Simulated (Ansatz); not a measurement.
# Iridium, omega (AlB2-type) under LDA: from relaxation to bulk modulus, part 2 of 2

What does LDA give for iridium in the omega (AlB2-type) structure? We relax it, solve it on a dense k-mesh, then scale the cell to 7 volumes from 88 to 112 % of the relaxed one and try a fit of the equation of state. Spin polarisation is left out. The k-meshes are 9×9×12 for the relaxation; 11×11×16 for the dense run; 10×10×13 for the volumes.

Ansatz 0.2.0; DFT, LDA (PW92), plane waves (420 eV) with PAW, scalar-relativistic. Earlier steps stand in the parts before.

**5. At 92 % of the relaxed volume**

The input, input.yaml:

```yaml
crystal:
  lattice:
    - [4.1947762757, 0.0, 0.0]
    - [-2.0973881378, 3.6327828179, 0.0]
    - [0.0, 0.0, 2.5854419486]
  atoms:
    - { symbol: Ir, position: [1.0, 0.0, 0.0] }
    - { symbol: Ir, position: [0.3333333333, 0.6666666667, 0.5] }
    - { symbol: Ir, position: [0.6666666667, 0.3333333333, 0.5] }
hamiltonian:
  xc: lda
  pseudopotentials:
    kind: paw
    azcp:
      Ir: "pseudopotentials/Ir.paw.azcp"
basis:
  ecutwfc: 420
  fft_grid_basis: typed
kpoints:
  mp_grid: { grid: [10, 10, 13], shift: [0, 0, 0] }
magnetization:
  spin_polarized: false
scf:
  occupations: { method: fermi_dirac, width: 0.1 }
  lower_state_search: "off"
output:
  stress: true
```

The log of the run, shortened:

```text
Warning: <dir> the record states the generating functional pbe (its physics header spells it `PBE`), which answers neither for hamiltonian.xc's functional nor for the lda family's — results may be inconsistent (PPs are generated against a specific XC)
Warning: RAYON_NUM_THREADS=2 ignored (pool sized by the plan → 2); use --threads N
[...]
Pseudopotentials: kind: paw
Pseudopotential: Ir, paw, valence charge 17, recommended cutoff 420 eV (normal), <dir>
Functional definition: SPW92
[...]
Crystal: 3 atoms, lattice volume = 39.399 Å³
Basis set: ecut = 420 eV, 771 PW (Γ)
Bands: 31, of which v1, the nominal top of the filled ones, is band 26 counted from 1 (25 counted from 0)
Symmetry: 24 space group operations
Space group: P6/mmm (ITA 191), of the structure as read, at distance tolerance 3.4e-5 Å
k-points: 98 of 1300
[...]
SCF iter   1: F=—  HF=-34988.779779 eV  |F-HF|=—  |Δ(HF+E_count)|=         —  Δρ=1.02e-2  dr2=1.39e-2  ethr=1.77e-3  ⟨swp⟩=5.4  Hψ=10932  notcnv=0
[...]
SCF iter   6: F=-34988.779618 eV  HF=-34988.779618 eV  |F-HF|=2.28e-9  |Δ(HF+E_count)|=   1.69e-8  Δρ=4.44e-6  dr2=3.90e-9  ethr=1.96e-10  ⟨swp⟩=4.0  Hψ=9889  notcnv=0
[...]
SCF converged after 6 iterations
Free energy (F): -34988.779618 eV
[...]
E sigma→0 (E₀):  -34988.715998 eV
Entropy (-TS):   -0.127239 eV (-42.413 meV/atom)
Fermi energy:    27.962568 eV
[...]
--- Stress (GPa, compression-positive) ---
       40.120217       0.000000       0.000000
        0.000000      40.120217       0.000000
        0.000000       0.000000      35.159491
  P = ⅓ Tr σ = 38.4666 GPa (384.666 kbar)
```

It took 2.5 s on 2 threads of an Arm CPU, shared host; peak memory 0.35 GiB.

**6. At 96 % of the relaxed volume**

Changes to input.yaml since step 5:

```diff
@@ -2,5 +2,5 @@
   lattice:
-    - [4.1947762757, 0.0, 0.0]
-    - [-2.0973881378, 3.6327828179, 0.0]
-    - [0.0, 0.0, 2.5854419486]
+    - [4.2547097484, 0.0, 0.0]
+    - [-2.1273548742, 3.6846867278, 0.0]
+    - [0.0, 0.0, 2.6223818244]
   atoms:
```

The log of the run, shortened:

```text
Warning: <dir> the record states the generating functional pbe (its physics header spells it `PBE`), which answers neither for hamiltonian.xc's functional nor for the lda family's — results may be inconsistent (PPs are generated against a specific XC)
Warning: RAYON_NUM_THREADS=2 ignored (pool sized by the plan → 2); use --threads N
[...]
Pseudopotentials: kind: paw
Pseudopotential: Ir, paw, valence charge 17, recommended cutoff 420 eV (normal), <dir>
Functional definition: SPW92
[...]
Crystal: 3 atoms, lattice volume = 41.112 Å³
Basis set: ecut = 420 eV, 783 PW (Γ)
Bands: 31, of which v1, the nominal top of the filled ones, is band 26 counted from 1 (25 counted from 0)
Symmetry: 24 space group operations
Space group: P6/mmm (ITA 191), of the structure as read, at distance tolerance 3.5e-5 Å
k-points: 98 of 1300
[...]
SCF iter   1: F=—  HF=-34989.071495 eV  |F-HF|=—  |Δ(HF+E_count)|=         —  Δρ=1.02e-2  dr2=1.97e-2  ethr=1.77e-3  ⟨swp⟩=5.2  Hψ=10667  notcnv=0
[...]
SCF iter   6: F=-34989.071106 eV  HF=-34989.071106 eV  |F-HF|=7.28e-12  |Δ(HF+E_count)|=   2.27e-8  Δρ=4.67e-6  dr2=2.12e-9  ethr=1.96e-10  ⟨swp⟩=4.0  Hψ=9744  notcnv=0
[...]
SCF converged after 6 iterations
Free energy (F): -34989.071106 eV
[...]
E sigma→0 (E₀):  -34989.003334 eV
Entropy (-TS):   -0.135543 eV (-45.181 meV/atom)
Fermi energy:    26.513300 eV
[...]
--- Stress (GPa, compression-positive) ---
       17.824852       0.000000       0.000000
        0.000000      17.824852       0.000000
        0.000000       0.000000      15.097880
  P = ⅓ Tr σ = 16.9159 GPa (169.159 kbar)
```

Wall time 2.4 s (2 threads of an Arm CPU, shared host); peak memory 0.35 GiB.

**7. At 100 % of the relaxed volume**

Changes to input.yaml since step 6:

```diff
@@ -2,5 +2,5 @@
   lattice:
-    - [4.2547097484, 0.0, 0.0]
-    - [-2.1273548742, 3.6846867278, 0.0]
-    - [0.0, 0.0, 2.6223818244]
+    - [4.313000687, 0.0, 0.0]
+    - [-2.1565003435, 3.7351681615, 0.0]
+    - [0.0, 0.0, 2.6583093276]
   atoms:
```

The log of the run, shortened:

```text
Warning: <dir> the record states the generating functional pbe (its physics header spells it `PBE`), which answers neither for hamiltonian.xc's functional nor for the lda family's — results may be inconsistent (PPs are generated against a specific XC)
Warning: RAYON_NUM_THREADS=2 ignored (pool sized by the plan → 2); use --threads N
[...]
Pseudopotentials: kind: paw
Pseudopotential: Ir, paw, valence charge 17, recommended cutoff 420 eV (normal), <dir>
Functional definition: SPW92
[...]
Crystal: 3 atoms, lattice volume = 42.825 Å³
Basis set: ecut = 420 eV, 867 PW (Γ)
Bands: 31, of which v1, the nominal top of the filled ones, is band 26 counted from 1 (25 counted from 0)
Symmetry: 24 space group operations
Space group: P6/mmm (ITA 191), of the structure as read, at distance tolerance 3.5e-5 Å
k-points: 98 of 1300
[...]
SCF iter   1: F=—  HF=-34989.158811 eV  |F-HF|=—  |Δ(HF+E_count)|=         —  Δρ=1.06e-2  dr2=3.34e-2  ethr=1.77e-3  ⟨swp⟩=5.1  Hψ=10379  notcnv=0
[...]
SCF iter   6: F=-34989.157601 eV  HF=-34989.157601 eV  |F-HF|=4.45e-9  |Δ(HF+E_count)|=   5.26e-8  Δρ=7.93e-6  dr2=1.11e-8  ethr=1.96e-10  ⟨swp⟩=4.0  Hψ=9894  notcnv=0
[...]
SCF converged after 6 iterations
Free energy (F): -34989.157601 eV
[...]
E sigma→0 (E₀):  -34989.085533 eV
Entropy (-TS):   -0.144137 eV (-48.046 meV/atom)
Fermi energy:    25.177166 eV
[...]
--- Stress (GPa, compression-positive) ---
        0.261166       0.000000       0.000000
        0.000000       0.261166       0.000000
        0.000000       0.000000      -0.698777
  P = ⅓ Tr σ = -0.0588 GPa (-0.588 kbar)
```

It took 2.6 s on 2 threads of an Arm CPU, shared host; peak memory 0.35 GiB.

**8. At 104 % of the relaxed volume**

Changes to input.yaml since step 7:

```diff
@@ -2,5 +2,5 @@
   lattice:
-    - [4.313000687, 0.0, 0.0]
-    - [-2.1565003435, 3.7351681615, 0.0]
-    - [0.0, 0.0, 2.6583093276]
+    - [4.3697572047, 0.0, 0.0]
+    - [-2.1848786023, 3.7843207477, 0.0]
+    - [0.0, 0.0, 2.6932910935]
   atoms:
```

The log of the run, shortened:

```text
Warning: <dir> the record states the generating functional pbe (its physics header spells it `PBE`), which answers neither for hamiltonian.xc's functional nor for the lda family's — results may be inconsistent (PPs are generated against a specific XC)
Warning: RAYON_NUM_THREADS=2 ignored (pool sized by the plan → 2); use --threads N
[...]
Pseudopotentials: kind: paw
Pseudopotential: Ir, paw, valence charge 17, recommended cutoff 420 eV (normal), <dir>
Functional definition: SPW92
[...]
Crystal: 3 atoms, lattice volume = 44.538 Å³
Basis set: ecut = 420 eV, 903 PW (Γ)
Bands: 31, of which v1, the nominal top of the filled ones, is band 26 counted from 1 (25 counted from 0)
Symmetry: 24 space group operations
Space group: P6/mmm (ITA 191), of the structure as read, at distance tolerance 3.5e-5 Å
k-points: 98 of 1300
[...]
SCF iter   1: F=—  HF=-34989.085906 eV  |F-HF|=—  |Δ(HF+E_count)|=         —  Δρ=1.14e-2  dr2=5.67e-2  ethr=1.77e-3  ⟨swp⟩=5.0  Hψ=10273  notcnv=0
[...]
SCF iter   6: F=-34989.082774 eV  HF=-34989.082774 eV  |F-HF|=1.09e-8  |Δ(HF+E_count)|=   1.67e-7  Δρ=1.11e-5  dr2=2.54e-8  ethr=1.96e-10  ⟨swp⟩=4.0  Hψ=9969  notcnv=0
[...]
SCF converged after 6 iterations
Free energy (F): -34989.082774 eV
[...]
E sigma→0 (E₀):  -34989.006271 eV
Entropy (-TS):   -0.153005 eV (-51.002 meV/atom)
Fermi energy:    23.941832 eV
[...]
--- Stress (GPa, compression-positive) ---
      -13.546182      -0.000000      -0.000000
       -0.000000     -13.546182       0.000000
       -0.000000       0.000000     -13.106469
  P = ⅓ Tr σ = -13.3996 GPa (-133.996 kbar)
```

Wall time 2.8 s (2 threads of an Arm CPU, shared host); peak memory 0.36 GiB.

**9. At 108 % of the relaxed volume**

Changes to input.yaml since step 8:

```diff
@@ -2,5 +2,5 @@
   lattice:
-    - [4.3697572047, 0.0, 0.0]
-    - [-2.1848786023, 3.7843207477, 0.0]
-    - [0.0, 0.0, 2.6932910935]
+    - [4.4250764597, 0.0, 0.0]
+    - [-2.2125382298, 3.8322286278, 0.0]
+    - [0.0, 0.0, 2.7273870054]
   atoms:
```

The log of the run, shortened:

```text
Warning: <dir> the record states the generating functional pbe (its physics header spells it `PBE`), which answers neither for hamiltonian.xc's functional nor for the lda family's — results may be inconsistent (PPs are generated against a specific XC)
Warning: RAYON_NUM_THREADS=2 ignored (pool sized by the plan → 2); use --threads N
[...]
Pseudopotentials: kind: paw
Pseudopotential: Ir, paw, valence charge 17, recommended cutoff 420 eV (normal), <dir>
Functional definition: SPW92
[...]
Crystal: 3 atoms, lattice volume = 46.251 Å³
Basis set: ecut = 420 eV, 939 PW (Γ)
Bands: 31, of which v1, the nominal top of the filled ones, is band 26 counted from 1 (25 counted from 0)
Symmetry: 24 space group operations
Space group: P6/mmm (ITA 191), of the structure as read, at distance tolerance 3.6e-5 Å
k-points: 98 of 1300
[...]
SCF iter   1: F=—  HF=-34988.886928 eV  |F-HF|=—  |Δ(HF+E_count)|=         —  Δρ=1.23e-2  dr2=8.74e-2  ethr=1.77e-3  ⟨swp⟩=4.9  Hψ=10073  notcnv=0
[...]
SCF iter   6: F=-34988.881381 eV  HF=-34988.881381 eV  |F-HF|=1.97e-8  |Δ(HF+E_count)|=   2.51e-7  Δρ=1.31e-5  dr2=4.16e-8  ethr=1.96e-10  ⟨swp⟩=4.0  Hψ=10004  notcnv=0
[...]
SCF converged after 6 iterations
Free energy (F): -34988.881381 eV
[...]
E sigma→0 (E₀):  -34988.800317 eV
Entropy (-TS):   -0.162128 eV (-54.043 meV/atom)
Fermi energy:    22.796718 eV
[...]
--- Stress (GPa, compression-positive) ---
      -24.358782      -0.000000      -0.000000
       -0.000000     -24.358782       0.000000
       -0.000000       0.000000     -22.810901
  P = ⅓ Tr σ = -23.8428 GPa (-238.428 kbar)
```

Run time: 2.6 s. Hardware: 2 threads of an Arm CPU, shared host; peak memory 0.36 GiB.

**10. At 112 % of the relaxed volume**

Changes to input.yaml since step 9:

```diff
@@ -2,5 +2,5 @@
   lattice:
-    - [4.4250764597, 0.0, 0.0]
-    - [-2.2125382298, 3.8322286278, 0.0]
-    - [0.0, 0.0, 2.7273870054]
+    - [4.4790461257, 0.0, 0.0]
+    - [-2.2395230628, 3.8789677296, 0.0]
+    - [0.0, 0.0, 2.7606511009]
   atoms:
```

The log of the run, shortened:

```text
Warning: <dir> the record states the generating functional pbe (its physics header spells it `PBE`), which answers neither for hamiltonian.xc's functional nor for the lda family's — results may be inconsistent (PPs are generated against a specific XC)
Warning: RAYON_NUM_THREADS=2 ignored (pool sized by the plan → 2); use --threads N
[...]
Pseudopotentials: kind: paw
Pseudopotential: Ir, paw, valence charge 17, recommended cutoff 420 eV (normal), <dir>
Functional definition: SPW92
[...]
Crystal: 3 atoms, lattice volume = 47.964 Å³
Basis set: ecut = 420 eV, 939 PW (Γ)
Bands: 31, of which v1, the nominal top of the filled ones, is band 26 counted from 1 (25 counted from 0)
Symmetry: 24 space group operations
Space group: P6/mmm (ITA 191), of the structure as read, at distance tolerance 3.6e-5 Å
k-points: 98 of 1300
[...]
SCF iter   1: F=—  HF=-34988.589077 eV  |F-HF|=—  |Δ(HF+E_count)|=         —  Δρ=1.32e-2  dr2=1.21e-1  ethr=1.77e-3  ⟨swp⟩=4.7  Hψ=9928  notcnv=0
[...]
SCF iter   6: F=-34988.581188 eV  HF=-34988.581188 eV  |F-HF|=3.03e-8  |Δ(HF+E_count)|=   2.47e-7  Δρ=1.37e-5  dr2=5.52e-8  ethr=1.96e-10  ⟨swp⟩=4.1  Hψ=10023  notcnv=0
[...]
SCF converged after 6 iterations
Free energy (F): -34988.581188 eV
[...]
E sigma→0 (E₀):  -34988.495459 eV
Entropy (-TS):   -0.171458 eV (-57.153 meV/atom)
Fermi energy:    21.732634 eV
[...]
--- Stress (GPa, compression-positive) ---
      -32.774485      -0.000000       0.000000
       -0.000000     -32.774485       0.000000
        0.000000       0.000000     -30.350363
  P = ⅓ Tr σ = -31.9664 GPa (-319.664 kbar)
```

It took 2.7 s on 2 threads of an Arm CPU, shared host; peak memory 0.36 GiB.

**11. Fitting the volumes**

All volumes keep the relaxed shape and fractional coordinates.

```csv
V (Å³/atom),E − E₀ (meV/atom),P from the stress (GPa),P from the fit (GPa)
12.562,305.7,65.81,65.57
13.133,123.1,38.47,38.06
13.704,27.4,16.92,16.49
14.275,0.0,-0.06,-0.46
14.846,26.4,-13.40,-13.79
15.417,95.0,-23.84,-24.27
15.988,196.6,-31.97,-32.49
```

A third-order Birch-Murnaghan fit gives V₀ = 14.258 Å³/atom, B₀ = 377 GPa and B₀′ = 5.0; it misses no point by more than 0.08 meV/atom.

The fit is made to E(σ → 0), while the stress belongs to the free energy F; that is one source of the offset between the two pressures.

**12. Summary of results**

The summary covers parts 1 to 2.

```
                      quantity                                   value
space group (spins left aside)                        P6/mmm (No. 191)
             conventional cell  a = 4.313 Å, c = 2.658 Å (c/a = 0.616)
                        volume                          14.275 Å³/atom
             shortest distance                                 2.490 Å
               gap on the mesh            none (levels filled in part)
               relative to fcc                           +370 meV/atom
                   V₀, B₀, B₀′            14.258 Å³/atom, 377 GPa, 5.0
```

From the guessed start the volume grew by 0.9 % in 5 steps. Against the reference form of iridium (fcc, computed apart with the same settings) it stands 370 meV/atom higher, so it is far from stable. Levels at the Fermi energy are filled in part, as in a metal. B₀ comes out at 377 GPa, among the stiffest elements; letting shape and positions relax at each volume could only lower it. Relaxation kept the symmetry; phonons were not checked.
